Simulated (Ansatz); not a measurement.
**AlN: energy against volume in PBE, exact exchange and the RPA**

The task here is to estimate one member of a computed series from the others.

Program: Ansatz 0.2.0. PBE orbitals, norm-conserving pseudopotentials, plane waves. No spin polarisation. The prototype was imposed, so other structures may be more stable.

## Starting point

The cell was relaxed beforehand with r2SCAN; volume changes: +0 %, -5 %, +5 %, -10 %, +10 %.

It is cubic, Fm-3m (No. 225); a = 4.038 Å in the conventional setting, 8.23 Å³ an atom. Near Al stand 6 N at 2.02 Å; near N stand 6 Al at 2.02 Å.

The structure in full:

```xyz
2
Lattice="0.0000 2.0189 2.0189 2.0189 0.0000 2.0189 2.0189 2.0189 0.0000" Properties=species:S:1:pos:R:3 pbc="T T T"
Al    0.0000    0.0000    0.0000
N     2.0189    2.0189    2.0189
```

The first run:

input.yaml

```yaml
crystal:
  lattice:
    - [0.0, 2.0188684857, 2.0188684857]
    - [2.0188684857, 0.0, 2.0188684857]
    - [2.0188684857, 2.0188684857, 0.0]
  atoms:
    - { symbol: Al, position: [0.0, 0.0, 0.0] }
    - { symbol: "N", position: [0.5, 0.5, 0.5] }
kpoints:
  mp_grid: { grid: [6, 6, 6] }
hamiltonian:
  xc: pbe
  pseudopotentials: { kind: nc }
scf:
  occupations: { method: fixed }
output:
  rpa_energy:
    ecut_chi_ladder: [317, 355, 394, 437, 480]
    long_wavelength: optical_limit
basis:
  ecutwfc: 1240.0
```

Among the steps run: The unscaled cell; Volume -5 %; Volume +5 %; Volume -10 %; Volume +10 %.

One of the session's tables, all rows but one given; the rest of the session is left out.

It belongs to the step «The three curves». Energies in meV/atom from the unscaled cell:

| volume (Å³/atom) | PBE | exact exchange | EXX+RPA | RPA correlation |
| --- | --- | --- | --- | --- |
| 7.406 | 117.2 | 41.0 | 89.2 | 48.2 |
| 7.817 | ? | ? | ? | ? |
| 8.229 | 0.0 | 0.0 | 0.0 | 0.0 |
| 8.640 | -0.3 | 40.1 | 12.7 | -27.4 |
| 9.051 | 27.2 | 109.4 | 53.1 | -56.3 |

Estimate the missing values for volume (Å³/atom) = 7.817.

Worked estimate for «PBE». A straight line through the neighbours (7.406, 117.2) and (8.229, 0.0) gives 117.2 + (0.0 − 117.2) × (7.817 − 7.406) / (8.229 − 7.406) = 58.7; a parabola fitted to 3 rows on both sides gives 39.2.

As computed: PBE: 35.9; exact exchange: -3.0; EXX+RPA: 21.9; RPA correlation: 25.0. In «PBE» the line misses by +22.8 and the parabola by +3.3.
